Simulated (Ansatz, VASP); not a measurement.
**One calculation of RbBr, two programs**

File INCAR:

```
PREC = Accurate
ENCUT = 520
EDIFF = 1E-6
ISMEAR = 0
SIGMA = 0.02
LREAL = False
LASPH = True
NELM = 100
ALGO = Normal
ISIF = 2
LWAVE = False
LCHARG = False
GGA = PE
NBANDS = 15
```

KPOINTS

```
regular mesh
0
Gamma
  6 6 6
```

File POSCAR:

```
RbBr
1.0
    0.0000000000      3.5086792297      3.5086792297
    3.5086792297      0.0000000000      3.5086792297
    3.5086792297      3.5086792297      0.0000000000
Rb Br
1 1
Direct
    0.0000000000      0.0000000000      0.0000000000
    0.5000000000      0.5000000000      0.5000000000
```

Input for Ansatz:

```yaml
crystal:
  lattice:
    - [0.0, 3.5086792297, 3.5086792297]
    - [3.5086792297, 0.0, 3.5086792297]
    - [3.5086792297, 3.5086792297, 0.0]
  atoms:
    - { symbol: Rb, position: [0.0, 0.0, 0.0] }
    - { symbol: Br, position: [0.5, 0.5, 0.5] }
basis:
  ecutwfc: 420
kpoints:
  mp_grid: { grid: [6, 6, 6] }
  band_path: { path: [VBM, CBM], npoints: 2 }
hamiltonian:
  xc: pbe
scf:
  occupations: { method: gaussian, width: 0.02 }
output:
  forces: false
  stress: false
  eigenvalues: true
checkpoint:
  read: start.run
  write: ck
  compress: false
  write_wavefunctions: false
  write_every: 100000
```

Alike in both runs: task single point; functional PBE; k mesh 6 × 6 × 6; occupations gaussian, width 0.02 eV; no spin polarisation.

|  | VASP | Ansatz |
| --- | --- | --- |
| version | VASP 6.6.1 | Ansatz 0.2.0 |
| potentials or method | VASP PAW PBE potentials, release 64 (Rb_sv, Br) | scalar-relativistic, plane waves, PAW |
| plane-wave cutoff (eV) | 520 | 420 |
| valence electrons in the cell | 16 | 16 |

```csv
,VASP,Ansatz,Ansatz less VASP
gap on the k mesh at the Fermi level (eV),4.19,4.19,+0.002
least direct gap on the mesh (eV),4.19,4.19,+0.002
```
